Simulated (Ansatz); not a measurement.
Relaxed-ion elastic tensor of AlSb (zinc blende, F-43m) in GPa (Voigt order), plane-wave PAW LDA (Ansatz code); density 4.34 g/cm³, 28.47 Å³ per atom.

```
84.4  42.6  42.6   0.0   0.0   0.0
42.6  84.4  42.6   0.0   0.0   0.0
42.6  42.6  84.4   0.0   0.0   0.0
 0.0   0.0   0.0  38.8   0.0   0.0
 0.0   0.0   0.0   0.0  38.8   0.0
 0.0   0.0   0.0   0.0   0.0  38.8
```

**Question.** Is the crystal mechanically stable?

**Answer.** Yes: the smallest eigenvalue of C is 38.8 GPa.

**Question.** Work out the Voigt, Reuss and Hill averages.

**Answer.** K_V = 56.5, K_R = 56.5, K_H = 56.5; G_V = 31.6, G_R = 28.9, G_H = 30.3 GPa.

**Question.** Give Young's modulus, Poisson's ratio, Pugh's ratio and the universal anisotropy index.

**Answer.** E = 9KG/(3K + G) = 77.1 GPa; ν = 0.27; K/G = 1.87 (ductile by the Pugh limit of 1.75); A_U = 5G_V/G_R + K_V/K_R − 6 = 0.47.

**Question.** Estimate the sound speeds and the Debye temperature.

**Answer.** v_l = √((K + 4G/3)/ρ) = 4730 m/s, v_t = √(G/ρ) = 2640 m/s, mean 2940 m/s; Θ = (h/k)(3n/4πV)^(1/3) v_m = 287 K.

**Question.** Give the Zener ratio and Young's modulus along [100], [110] and [111].

**Answer.** A = 2C44/(C11 − C12) = 1.85; 1/E = S11 − 2(S11 − S12 − S44/2)Γ with Γ = 0, 1/4, 1/3 gives 55.9, 80.7, 94.6 GPa.

Symmetry was held in the LDA relaxation; of distortions, only those at the zone centre were tested. Scalar-relativistic: spin–orbit coupling is off unless named, which matters more the heavier the elements.

Potentials: the later of the program's two PAW sets.
